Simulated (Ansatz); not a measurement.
# Ni: what SCF settings change, part 2 of 2

Which SCF settings change the result for Ni, and which only the effort? The default run comes first. System: Ni, the measured crystal structure (space group Fm-3m); the cell holds 1 atom. Source: COD entry 2102263; the sample's temperature and pressure aren't taken into account.

Ansatz 0.2.0; DFT PBE, PAW, plane waves, scalar-relativistic. Earlier steps stand in the parts before.

## Step 7: Broyden, β 0.5, history 8, no preconditioner

File input.yaml:

```yaml
crystal:
  lattice:
    - [0.0, 1.77195, 1.77195]
    - [1.77195, 0.0, 1.77195]
    - [1.77195, 1.77195, 0.0]
  atoms:
    - { symbol: Ni, position: [0.0, 0.0, 0.0], spin: 2.0 }
magnetization:
  spin_polarized: true
hamiltonian:
  xc: pbe
  pseudopotentials: { kind: paw }
basis:
  ecutwfc: 420
kpoints:
  mp_grid: { grid: [12, 12, 12] }
scf:
  occupations: { method: fermi_dirac, width: 0.05 }
  lower_state_search: "off"
  algorithm: density_mixing
  max_iter: 100
  mixing: { algorithm: broyden, ndim: 8, beta: 0.5, preconditioner: none }
output:
  forces: true
  stress: true
```

Run with:

```
> ansatz run input.yaml --threads 2 --pin off --max-ram 5120MiB --backend cpu --events-out ev --progress --plain --runs-dir out
```

The log of the run, cut to the lines that bear on the results:

```text
[... 19 lines as in an earlier run ...]
Starting moments: Σ|m| = 2 μB on 1 of 1 site
[... 3 lines as in an earlier run ...]
SCF iter   1: F=—  HF=-5839.448776 eV  |F-HF|=—  |Δ(HF+E_count)|=         —  Δρ=1.24e-1 (↑1.11e-1 ↓1.24e-1)  dr2=1.15e-2  dr2_m=1.40e0  M=0.958 μB ∫|m|=1.059 μB  β_m=0.96  ethr=6.63e-5  ⟨swp⟩=1.0  Hψ=13788  notcnv=0
[...]
[... 1 line as in an earlier run ...]
[...]
SCF iter  12: F=-5839.725060 eV  HF=-5839.725060 eV  |F-HF|=1.10e-8  |Δ(HF+E_count)|=   1.13e-8  Δρ=1.55e-5 (↑9.64e-6 ↓1.55e-5)  dr2=3.98e-8  dr2_m=1.05e-9  M=0.693 μB ∫|m|=0.791 μB  ethr=2.47e-10  ⟨swp⟩=2.1  Hψ=6166  notcnv=0
[...]
[... 1 line as in an earlier run ...]
SCF converged after 12 iterations
Magnetization: 0.6930 μB (9.3465 up, 8.6535 down)
Absolute magnetization: 0.7922 μB (∫|ρ↑−ρ↓|, with the PAW one-centre terms)
Spin contamination: 0.0083 ħ² per cell (⟨S²⟩ above its minimum at these occupations)
Per-site moments (μB) at R_I (Å): [(0.7349368421837548, 1.03369023526189)]
Free energy (F): -5839.725060 eV
[...]
E sigma→0 (E₀):  -5839.718316 eV
Entropy (-TS):   -0.013488 eV (-13.488 meV/atom)
Fermi energy:    17.680108 eV
[... 23 lines left out: energy terms, forces, stress ...]
```

Run time: 1.1 s. Hardware: 2 threads of Arm Neoverse V2, shared host; peak memory 0.25 GiB.

It takes 12 iterations (default 10). Against the default run: the same free energy.

## Step 8: 1 band beyond the filled ones

input.yaml: that of step 7 with these lines changed.

```diff
@@ -19,5 +19,4 @@
   lower_state_search: "off"
-  algorithm: density_mixing
+  n_extra_bands: 1
   max_iter: 100
-  mixing: { algorithm: broyden, ndim: 8, beta: 0.5, preconditioner: none }
 output:
```

Run with:

```
> ansatz run input.yaml --threads 2 --pin off --max-ram 5120MiB --backend cpu --events-out ev --progress --plain --runs-dir out
```

The log of the run, cut to the lines that bear on the results:

```text
Warning: the band count 10 (scf.n_extra_bands) hosts the net moment |M| = 2.0000 μB (N_el = 18) but caps the reachable moment at 2·n_bands − N_el = 2.0000 μB, below the 14 bands that the automatic rule leaves for it — a moment growing past the seed, or the majority channel's smearing [...]
scf.n_extra_bands = 1 over 9 filled bands (N_el = 18.0): the run solves 10 bands
[... 10 lines as in an earlier run ...]
Bands: 10, of which v1, the nominal top of the filled ones, is band 9 counted from 1 (8 counted from 0)
[... 8 lines as in an earlier run ...]
Starting moments: Σ|m| = 2 μB on 1 of 1 site
[... 2 lines as in an earlier run ...]
[...]
SCF iter   1: F=—  HF=-5839.448771 eV  |F-HF|=—  |Δ(HF+E_count)|=         —  Δρ=1.24e-1 (↑1.11e-1 ↓1.24e-1)  dr2=1.15e-2  dr2_m=1.40e0  M=0.958 μB ∫|m|=1.059 μB  β_m=0.30  ethr=6.45e-5  ⟨swp⟩=1.0  Hψ=9258  notcnv=0
[...]
[... 1 line as in an earlier run ...]
[...]
SCF iter  10: F=-5839.725060 eV  HF=-5839.725060 eV  |F-HF|=6.12e-9  |Δ(HF+E_count)|=   1.27e-8  Δρ=7.76e-6 (↑2.90e-6 ↓7.76e-6)  dr2=6.47e-9  dr2_m=6.83e-10  M=0.693 μB ∫|m|=0.791 μB  ethr=5.46e-10  ⟨swp⟩=2.5  Hψ=5354  notcnv=0
[...]
SCF converged after 10 iterations
Magnetization: 0.6930 μB (9.3465 up, 8.6535 down)
Absolute magnetization: 0.7922 μB (∫|ρ↑−ρ↓|, with the PAW one-centre terms)
Spin contamination: not available (both channels occupy the highest level that they solve, and more of it may lie above: more bands (scf.n_extra_bands) resolve it)
Per-site moments (μB) at R_I (Å): [(0.7349049375523677, 1.03369023526189)]
Free energy (F): -5839.725060 eV
[...]
E sigma→0 (E₀):  -5839.718315 eV
Entropy (-TS):   -0.013489 eV (-13.489 meV/atom)
Fermi energy:    17.680137 eV
[... 28 lines left out: energy terms, forces, stress, bands ...]
```

It took 0.99 s on 2 threads of Arm Neoverse V2, shared host; peak memory 0.25 GiB.

The count stays at 10. Against the default run: the same free energy.

## Step 9: Broyden, β 0.3, history 8, no preconditioner

input.yaml: that of step 8 with these lines changed.

```diff
@@ -19,4 +19,5 @@
   lower_state_search: "off"
-  n_extra_bands: 1
+  algorithm: density_mixing
   max_iter: 100
+  mixing: { algorithm: broyden, ndim: 8, beta: 0.3, preconditioner: none }
 output:
```

Run with:

```
> ansatz run input.yaml --threads 2 --pin off --max-ram 5120MiB --backend cpu --events-out ev --progress --plain --runs-dir out
```

The log of the run, cut to the lines that bear on the results:

```text
[... 19 lines as in an earlier run ...]
Starting moments: Σ|m| = 2 μB on 1 of 1 site
[... 3 lines as in an earlier run ...]
SCF iter   1: F=—  HF=-5839.448776 eV  |F-HF|=—  |Δ(HF+E_count)|=         —  Δρ=1.24e-1 (↑1.11e-1 ↓1.24e-1)  dr2=1.15e-2  dr2_m=1.40e0  M=0.958 μB ∫|m|=1.059 μB  β_m=0.57  ethr=6.63e-5  ⟨swp⟩=1.0  Hψ=13788  notcnv=0
[...]
[... 1 line as in an earlier run ...]
[...]
SCF iter  12: F=-5839.725060 eV  HF=-5839.725060 eV  |F-HF|=1.45e-9  |Δ(HF+E_count)|=   4.99e-6  Δρ=1.31e-5 (↑8.38e-6 ↓1.31e-5)  dr2=3.23e-8  dr2_m=6.75e-10  M=0.693 μB ∫|m|=0.791 μB  ethr=2.22e-11  ⟨swp⟩=4.0  Hψ=6518  notcnv=0
[...]
[... 1 line as in an earlier run ...]
SCF converged after 12 iterations
Magnetization: 0.6930 μB (9.3465 up, 8.6535 down)
Absolute magnetization: 0.7922 μB (∫|ρ↑−ρ↓|, with the PAW one-centre terms)
Spin contamination: 0.0083 ħ² per cell (⟨S²⟩ above its minimum at these occupations)
Per-site moments (μB) at R_I (Å): [(0.7348889770884258, 1.03369023526189)]
Free energy (F): -5839.725060 eV
[...]
E sigma→0 (E₀):  -5839.718315 eV
Entropy (-TS):   -0.013489 eV (-13.489 meV/atom)
Fermi energy:    17.680110 eV
[... 23 lines left out: energy terms, forces, stress ...]
```

It took 1.1 s on 2 threads of Arm Neoverse V2, shared host; peak memory 0.25 GiB.

12 iterations against 10; the same free energy.

## Step 10: Direct minimisation

input.yaml: that of step 9 with these lines changed.

```diff
@@ -19,5 +19,4 @@
   lower_state_search: "off"
-  algorithm: density_mixing
-  max_iter: 100
-  mixing: { algorithm: broyden, ndim: 8, beta: 0.3, preconditioner: none }
+  algorithm: direct_min
+  max_iter: 150
 output:
```

Run with:

```
> ansatz run input.yaml --threads 2 --pin off --max-ram 5120MiB --backend cpu --events-out ev --progress --plain --runs-dir out
```

The log of the run, cut to the lines that bear on the results:

```text
[... 19 lines as in an earlier run ...]
Starting moments: Σ|m| = 2 μB on 1 of 1 site
[... 2 lines as in an earlier run ...]
[...]
SCF iter   1: F=—  HF=-5839.414313 eV  |F-HF|=—  |Δ(HF+E_count)|=         —  Δρ=1.21e-1 (↑1.07e-1 ↓1.21e-1)  dr2=1.37e-2  dr2_m=1.33e0  M=0.950 μB ∫|m|=1.019 μB  β_m=0.30  ethr=6.74e-5  ⟨swp⟩=4.4  Hψ=13174  notcnv=0
[...]
spin-set hold released at iteration 8 (site moments contracting): the magnetisation degrees of freedom join the quasi-Newton model from the next iteration; the mixer history was flushed
[...]
SCF iter  12: F=-5839.725060 eV  HF=-5839.725060 eV  |F-HF|=2.56e-10  |Δ(HF+E_count)|=   4.42e-8  Δρ=2.59e-6 (↑1.61e-6 ↓2.59e-6)  dr2=7.89e-11  dr2_m=4.41e-10  M=0.693 μB ∫|m|=0.791 μB  ethr=4.00e-11  ⟨swp⟩=3.9  Hψ=5044  notcnv=0
[...]
this state was not tested for a lower state beside it, because a direct minimisation reached the state, and no test of it is asked (direct_minimisation; see scf.lower_state_search)
SCF converged after 12 iterations
Magnetization: 0.6930 μB (9.3465 up, 8.6535 down)
Absolute magnetization: 0.7922 μB (∫|ρ↑−ρ↓|, with the PAW one-centre terms)
Spin contamination: 0.0083 ħ² per cell (⟨S²⟩ above its minimum at these occupations)
Per-site moments (μB) at R_I (Å): [(0.7349078902185155, 1.03369023526189)]
Free energy (F): -5839.725060 eV
[...]
E sigma→0 (E₀):  -5839.718315 eV
Entropy (-TS):   -0.013489 eV (-13.489 meV/atom)
Fermi energy:    17.680210 eV
[... 28 lines left out: energy terms, forces, stress, bands ...]
```

Wall time 2.1 s (2 threads of Arm Neoverse V2, shared host); peak memory 0.29 GiB.

Compared with step 2: the same free energy; 12 iterations in place of 10.

## Step 11: Fermi–Dirac width 0.01 eV, no switch to direct minimisation

input.yaml: that of step 10 with these lines changed.

```diff
@@ -17,6 +17,7 @@
 scf:
-  occupations: { method: fermi_dirac, width: 0.05 }
+  occupations: { method: fermi_dirac, width: 0.01 }
   lower_state_search: "off"
-  algorithm: direct_min
-  max_iter: 150
+  algorithm: density_mixing
+  max_iter: 100
+  mixing: {}
 output:
```

Run with:

```
> ansatz run input.yaml --threads 2 --pin off --max-ram 5120MiB --backend cpu --events-out ev --progress --plain --runs-dir out
```

The log of the run, cut to the lines that bear on the results:

```text
[... 19 lines as in an earlier run ...]
Starting moments: Σ|m| = 2 μB on 1 of 1 site
[... 2 lines as in an earlier run ...]
[...]
SCF iter   1: F=—  HF=-5839.443778 eV  |F-HF|=—  |Δ(HF+E_count)|=         —  Δρ=1.20e-1 (↑1.09e-1 ↓1.20e-1)  dr2=9.86e-3  dr2_m=1.32e0  M=0.983 μB ∫|m|=1.078 μB  β_m=0.30  ethr=5.66e-5  ⟨swp⟩=1.3  Hψ=13312  notcnv=0
[...]
[... 1 line as in an earlier run ...]
[...]
SCF iter  12: F=-5839.718849 eV  HF=-5839.718849 eV  |F-HF|=4.04e-10  |Δ(HF+E_count)|=   4.80e-8  Δρ=6.62e-6 (↑5.67e-6 ↓6.62e-6)  dr2=7.23e-11  dr2_m=3.84e-9  M=0.697 μB ∫|m|=0.798 μB  ethr=2.76e-11  ⟨swp⟩=3.1  Hψ=5191  notcnv=0
[...]
SCF converged after 12 iterations
Magnetization: 0.6972 μB (9.3486 up, 8.6514 down)
Absolute magnetization: 0.7991 μB (∫|ρ↑−ρ↓|, with the PAW one-centre terms)
Spin contamination: 0.0086 ħ² per cell (⟨S²⟩ above its minimum at these occupations)
Per-site moments (μB) at R_I (Å): [(0.7399999994955747, 1.03369023526189)]
Free energy (F): -5839.718849 eV
[...]
E sigma→0 (E₀):  -5839.718648 eV
Entropy (-TS):   -0.000402 eV (-0.402 meV/atom)
Fermi energy:    17.691432 eV
[...]
--- Forces (eV/Å), atoms counted from 1 ---
  atom   1  Ni    -0.00000000     0.00000000     0.00000000
[...]
--- Stress (GPa, compression-positive) ---
       -3.725482       0.000000       0.000000
        0.000000      -3.725482      -0.000000
        0.000000      -0.000000      -3.725482
  P = ⅓ Tr σ = -3.7255 GPa (-37.255 kbar)
```

Run time: 1.1 s. Hardware: 2 threads of Arm Neoverse V2, shared host; peak memory 0.25 GiB.

It takes 12 iterations (default 10). Against the default run: free energy shifted by +6.2 meV/atom, zero-width estimate shifted by -0.3 meV/atom.

## Step 12: Comparison

```tsv
step	settings	iterations	time	against the default run
2	default SCF settings	10	0.99 s	reference
3	Methfessel–Paxton smearing, width 0.3 eV	9	0.9 s	free energy shifted by +6.0 meV/atom, zero-width estimate shifted by +0.5 meV/atom, pressure -3.8 GPa against -3.7
4	Broyden, β 1.0, history 8, no preconditioner	13	1.1 s	the same free energy
5	Broyden, β 0.3, preconditioner LDOS	14	1.2 s	the same free energy
6	density-residual threshold 1e-11 eV	12	0.98 s	the same free energy
7	Broyden, β 0.5, history 8, no preconditioner	12	1.1 s	the same free energy
8	1 band beyond the filled ones	10	0.99 s	the same free energy
9	Broyden, β 0.3, history 8, no preconditioner	12	1.1 s	the same free energy
10	direct minimisation	12	2.1 s	the same free energy
11	Fermi–Dirac width 0.01 eV, no switch to direct minimisation	12	1.1 s	free energy shifted by +6.2 meV/atom, zero-width estimate shifted by -0.3 meV/atom
```

Decimal logarithm of the largest residual (eV) by iteration, counted through all cycles of a run (8 of the 10 runs):

```tsv
iteration	step 2	step 3	step 4	step 5	step 6	step 7	step 8	step 9
1	0.1	0.2	0.1	0.1	0.1	0.1	0.1	0.1
2	0.0	0.0	-0.2	-0.3	0.0	-1.2	0.0	-0.3
3	-1.6	-2.6	-1.4	-1.9	-1.6	-2.5	-1.6	-2.0
4	-2.0	-2.7	-1.8	-2.4	-2.0	-2.5	-2.0	-2.6
5	-2.8	-3.6	-3.1	-2.2	-2.8	-3.3	-2.8	-2.1
6	-3.8	-5.0	-3.5	-4.5	-3.8	-3.9	-3.9	-3.3
7	-4.6	-6.9	-4.1	-3.9	-4.6	-4.5	-4.6	-4.9
8	-5.3	-7.5	-4.5	-4.6	-5.3	-5.2	-5.3	-4.3
9	-7.1	-8.6	-5.0	-6.2	-7.1	-5.4	-7.0	-5.6
10	-8.6	-	-5.5	-6.4	-8.6	-5.9	-8.2	-6.0
12	-	-	-7.7	-7.1	-12.9	-7.4	-	-7.5
13	-	-	-9.3	-8.1	-	-	-	-
14	-	-	-	-10.1	-	-	-	-
```

## Step 13: Outcome

This closing draws on all 2 parts.

| quantity | value |
| --- | --- |
| default run | 10 iterations, ferromagnetic, site moments Ni1 0.73 μB, total 0.69 μB per cell, no gap on the k-mesh |
| fewest iterations to that state among the runs shown (an iteration of direct minimisation costs more) | 10 (default SCF settings) |
| most iterations to it | 14 (Broyden, β 0.3, preconditioner LDOS) |
| runs that end in another state, among changes of path alone | 0 |
| largest shift of the free energy by occupations, cutoff, mesh or field | +6.2 meV/atom (Fermi–Dirac width 0.01 eV, no switch to direct minimisation) |

What this shows: The default and the runs that change only the path, 7 in all, end in one state, in 10 to 14 iterations. Occupations, cutoff, mesh and fields change the problem that is solved, not just the path; the largest shift here is that of “Fermi–Dirac width 0.01 eV, no switch to direct minimisation”. Other settings tried on this cell gave no result: Broyden, β 1.2, history 8 (input refused). Counts include iterations that the program adds to test a close, so a difference of one or two ranks nothing. The starting density is a sum of atomic densities.
